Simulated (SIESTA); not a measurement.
CdS (Hawleyite):

```
Cd S
1.0
     0.00000    2.91650    2.91650
     2.91650    0.00000    2.91650
     2.91650    2.91650    0.00000
Cd S
1 1
Direct
  0.00000 0.00000 0.00000
  0.75000 0.75000 0.75000
```

| Item | Value |
| --- | --- |
| Program | SIESTA 5.4.2 |
| Task | relaxation of cell and atoms |
| Functional | AM05 |
| Potentials or basis | PseudoDojo 0.4 stringent (PBEsol files) |
| Basis | DZP (energy shift 0.02 Ry) |
| Grid cutoff | 1200 Ry |
| Energy shift | 0.02 Ry |
| k mesh | 6 × 6 × 6 |
| Occupations | fermi-dirac, width 0.05 eV |
| Spin | no spin polarisation |

At the start: pressure -7.9 GPa; volume 24.81 Å³/atom.

Question: How do energy, volume and symmetry change on relaxing?

Answer: Over 5 steps the energy falls by 66.9 meV/atom and the volume is 22.31 Å³/atom (-10.1 %); space group F-43m (No. 216, to 0.05 Å).

The path:
```
step  energy change (eV)  largest force (eV/Å)  pressure (GPa)  volume (Å³)
   1              0.0000                0.0000           -7.85        49.62
   2             -0.0559                0.0000           -6.22        48.34
   3             -0.1329                0.0001            0.84        44.27
   4             -0.1338                0.0000           -0.19        44.70
   5             -0.1338                0.0000            0.02        44.62
```

Final structure:
```
Cd S
1.0
     0.00001    2.81523    2.81523
     2.81523    0.00001    2.81523
     2.81523    2.81523    0.00001
Cd S
1 1
Direct
  0.00000 0.00000 0.00000
  0.75000 0.75000 0.75000
```

Caveat: semicore shells carry a single zeta, which can move pressures by several GPa and volumes by a few percent; the potentials were made for another functional, which shifts forces and pressure; the volume moved by -10 % from the deposited cell, more than functionals usually miss; the basis of atomic orbitals isn't converged, which shifts pressures, moduli and gaps.
